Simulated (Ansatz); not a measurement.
# 216-atom supercell of rocksalt SrO

What do PBEsol, HSE06 and r²SCAN give for the perfect crystal in this cell, and at what cost?

Program: Ansatz 0.2.0, PAW, plane waves. These are calculated values, not measurements.

## Step 1: The system as built

216 atoms (108 O, 108 Sr); a = 15.368 Å, b = 15.368 Å, c = 15.368 Å, α = 90.00°, β = 90.00°, γ = 90.00°.

The runs, in order: (2) PBEsol cell relaxation at the single k point (½, ½, ½), on 1 × data-centre GPU with 8 threads; (3) HSE06 single point at the Γ point alone, on 1 × data-centre GPU with 8 threads; (4) r²SCAN single point at the Γ point alone, on 1 × data-centre GPU with 8 threads.

## Step 2: PBEsol relaxation of the cell and the positions

in.yaml

```yaml
crystal:
  lattice:
    - [15.368240, 0.000000, 0.000000]
    - [0.000000, 15.368240, 0.000000]
    - [0.000000, 0.000000, 15.368240]
  atoms:
    - { symbol: O, position: [0.166667, 0.000000, 0.000000] }
    - { symbol: O, position: [0.166667, 0.000000, 0.333333] }
    - { symbol: O, position: [0.166667, 0.000000, 0.666667] }
    - { symbol: O, position: [0.166667, 0.333333, 0.000000] }
    # ... 212 atom lines left out here ...
kpoints:
  mp_grid: { grid: [1, 1, 1], shift: [0.5, 0.5, 0.5] }
hamiltonian:
  xc: pbesol
scf:
  occupations: { method: fermi_dirac, width: 0.01 }
relax:
  f_tol: 0.03
  max_steps: 80
  escape_saddle: false
  adjacent_minimum: "off"
  cell: { fix: [shape] }
output:
  forces: true
  eigenvalues: true
  populations: true
```

Further steps of the session: Single point with HSE06; r²SCAN single point.

Q: Predict the outcome of this session. Wanted: for each run, top filled to lowest empty; energy; pressure.

As calculated:

| level | time | k points | top filled to lowest empty (eV) | energy (eV/atom) | pressure (GPa) |
| --- | --- | --- | --- | --- | --- |
| PBEsol, relaxation | 17 s (GPU) | (½, ½, ½) | 4.40 | -2028.0615 | -0.01 |
| HSE06 | 8.9 min (GPU) | Γ | 4.79 | -2058.4830 | - |
| r²SCAN | 22 s (GPU) | Γ | 3.78 | -2063.5219 | - |

| quantity | value |
| --- | --- |
| relaxation | 3 recorded steps, 0.01 eV gained |
| largest shift | 0.00 Å |
| relaxed cell | a = 15.362 Å, b = 15.362 Å, c = 15.362 Å, α = 90.00°, β = 90.00°, γ = 90.00° |

**In words.** Relaxation gains 0.01 eV and leaves the fractional positions as they were, while the volume changes by -0.1 %. At the same k points, r²SCAN gives a spacing 1.00 eV smaller than the 4.79 eV of HSE06. Rows on different k points differ by sampling as well as by level. The price of HSE06 is about 24 times the time of r²SCAN here. With one k point the spacing samples only the states that fold onto it, so it can exceed the gap over the zone.
